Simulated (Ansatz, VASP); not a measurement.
## Ba: VASP beside Ansatz

File INCAR:

```
ALGO = Fast
EDIFF = 1E-6
ENCUT = 520
GGA = PS
ISIF = 2
ISMEAR = 0
LASPH = T
LCHARG = F
LREAL = F
LWAVE = F
NBANDS = 11
NELM = 80
PREC = Accurate
SIGMA = 0.15
```

Contents of KPOINTS:

```
k-points
0
Gamma
  16 16 16
```

Contents of POSCAR:

```
Ba
1.0
   -2.4218232654      2.4218232654      2.6640055919
    2.4218232654     -2.4218232654      2.6640055919
    2.4218232654      2.4218232654     -2.6640055919
Ba
1
Direct
    0.0000000000      0.0000000000      0.0000000000
```

Input for Ansatz:

```yaml
crystal:
  lattice:
    - [-2.4218232654, 2.4218232654, 2.6640055919]
    - [2.4218232654, -2.4218232654, 2.6640055919]
    - [2.4218232654, 2.4218232654, -2.6640055919]
  atoms:
    - { symbol: Ba, position: [0.0, 0.0, 0.0] }
basis:
  ecutwfc: 420
kpoints:
  mp_grid: { grid: [16, 16, 16] }
hamiltonian:
  xc: pbesol
scf:
  occupations: { method: gaussian, width: 0.15 }
output:
  forces: true
  stress: true
  eigenvalues: true
```

Alike in both runs: task single point; functional PBEsol; k mesh 16 × 16 × 16; occupations gaussian, width 0.15 eV; no spin polarisation.

|  | VASP | Ansatz |
| --- | --- | --- |
| version | VASP 6.6.1 | Ansatz 0.2.0 |
| potentials or method | VASP PAW PBE potentials, release 64 (Ba_sv) | scalar-relativistic, plane waves, PAW |
| plane-wave cutoff (eV) | 520 | 420 |
| valence electrons in the cell | 10 | 10 |

Ansatz gave:

- gap on the k mesh at the Fermi level (eV): none
- pressure (GPa): -0.6
- largest component of the traceless stress (GPa): 0.18

What did VASP give for the same quantities?

gap on the k mesh at the Fermi level (eV): none; pressure (GPa): -0.5; largest component of the traceless stress (GPa): 0.19.

A gap of «none» marks a metal or a gap that the smearing closes.

Caveats: the PAW data sets were made with another functional, which shifts forces and pressure a little (VASP). The runs have no spin-orbit coupling, so splittings on Ba are missing.
